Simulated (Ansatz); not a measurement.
Ta: do energies and stresses tell the same story?

The calculation used Ansatz, DFT PBEsol, scalar-relativistic, plane waves, PAW.

Plane waves to 420 eV, a k mesh through Γ of 18×18×18 on the computed 1-atom cell and Gaussian smearing (0.10 eV); no spin polarisation.

Relaxed cell: Fm-3m, a = 4.176 Å, b = 4.176 Å, c = 4.176 Å, α = 90.00°, β = 90.00°, γ = 90.00°, 1 atom in the primitive cell. This fcc form isn't the element's structure at ambient conditions.

Energies at zero smearing and pressures from the stress tensor, at volumes with shape and atoms relaxed:
```json
{"V (Å³/atom)": "16.017", "E − E(first) (meV/atom)": "0.00", "P (GPa)": "32.61"}
{"V (Å³/atom)": "16.563", "E − E(first) (meV/atom)": "-93.43", "P (GPa)": "22.60"}
{"V (Å³/atom)": "17.109", "E − E(first) (meV/atom)": "-154.97", "P (GPa)": "13.93"}
{"V (Å³/atom)": "17.655", "E − E(first) (meV/atom)": "-189.08", "P (GPa)": "6.47"}
{"V (Å³/atom)": "18.201", "E − E(first) (meV/atom)": "-199.72", "P (GPa)": "0.02"}
{"V (Å³/atom)": "18.747", "E − E(first) (meV/atom)": "-190.02", "P (GPa)": "-5.60"}
{"V (Å³/atom)": "19.293", "E − E(first) (meV/atom)": "-162.47", "P (GPa)": "-10.51"}
{"V (Å³/atom)": "20.021", "E − E(first) (meV/atom)": "-101.70", "P (GPa)": "-16.07"}
```

**Question.** Check P = −dE/dV between neighbouring volumes, and get the bulk modulus from the pressures alone.

**Answer.** With 1 eV/Å³ = 160.2 GPa:
```tsv
middle V (Å³/atom)	−ΔE/ΔV (GPa)	mean P (GPa)
16.290	27.414	27.604
16.836	18.059	18.264
17.382	10.007	10.199
17.928	3.123	3.242
18.474	-2.845	-2.794
19.020	-8.086	-8.055
19.657	-13.372	-13.287
```

The two differ by 0.21 GPa at most. The mean of two end pressures misses the average over a step by about ΔV² P″/12, up to 0.13 GPa here; with that taken off 0.11 GPa remains. The stress is the derivative of the free energy, not of the energy at zero smearing, and with free energies 0.01 GPa remains. Around V = 18.201 Å³/atom, the two neighbours give B = −V ΔP/ΔV = 18.201 × 12.07 / 1.092 = 201.2 GPa, against B0 = 200.3 GPa from the Birch–Murnaghan fit of the energies.

Spin–orbit coupling is left out, which can shift energies with elements as heavy as these.